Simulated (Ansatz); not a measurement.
**Ca (Pm-3m), an elastic constant from a strain scan**

These are results of Ansatz 0.2.0, DFT PBEsol, scalar-relativistic, plane waves, PAW, not measurements. The runs took a 420 eV cutoff, a Γ-centred 18×18×18 mesh and Gaussian smearing (0.15 eV). No spin polarisation. Energies are free energies at this smearing, counted from the undisturbed cell; pressure is positive in compression.

Reference structure (relaxed at this level; with this scan's settings it stands at 0.1 GPa; this simple cubic form isn't the usual structure):

```
Ca
1.0
     3.44720    0.00000    0.00000
     0.00000    3.44720    0.00000
     0.00000    0.00000    3.44720
Ca
1
Cartesian
  0.0000 0.0000 0.0000
```

The cell is strained by ε times the Voigt pattern (0, 1, 0, 0, 0, 0) (xx, yy, zz, yz, xz, xy; engineering shear) with fractional coordinates fixed. The cell holds 1 atom in V0 = 40.96 Å³. The stress column is τ = (1/V0) dE/dε, got from the stress tensor σ (compression positive) at each point as −det(1 + εP) σ : P(1 + εP)⁻¹, with P the pattern as a tensor.

| ε | ΔE (meV/atom) | τ (GPa) |
| --- | --- | --- |
| -0.0200 | 3.337 | -1.215 |
| -0.0150 | 1.970 | -0.926 |
| -0.0100 | 0.966 | -0.647 |
| -0.0050 | 0.313 | -0.376 |
| 0.0000 | 0.000 | -0.114 |
| 0.0050 | 0.017 | 0.140 |
| 0.0100 | 0.355 | 0.386 |
| 0.0150 | 1.002 | 0.625 |
| 0.0175 | 1.439 | 0.742 |
| 0.0200 | ? | ? |

Task: Which combination of elastic constants does this scan measure, and how large is it?

Result: For small ε, τ = τ0 + Kε with K = pᵀCp, which for this pattern is C11 in the cubic axes. The parabola through τ at ε = -0.0050, 0 and 0.0050 has slope K = 52 GPa at zero. The energies per cell, E = NΔE, of the wider pair ε = ±0.0150 give K = 2[E(ε₊)/ε₊ − E(ε₋)/ε₋]/[(ε₊ − ε₋)V0] = 52 GPa, in agreement.

Task: Predict the withheld row at ε = 0.0200 from the harmonic law, and compare.

Result: ΔE = V0(τ0 ε + Kε²/2)/N = 2.055 meV/atom and τ = 0.92 GPa. The calculation gives 1.950 meV/atom and 0.86 GPa: the energy lies 5 % below the harmonic value, as bonds soften when stretched.

In a metal these slopes depend on the k mesh and the smearing.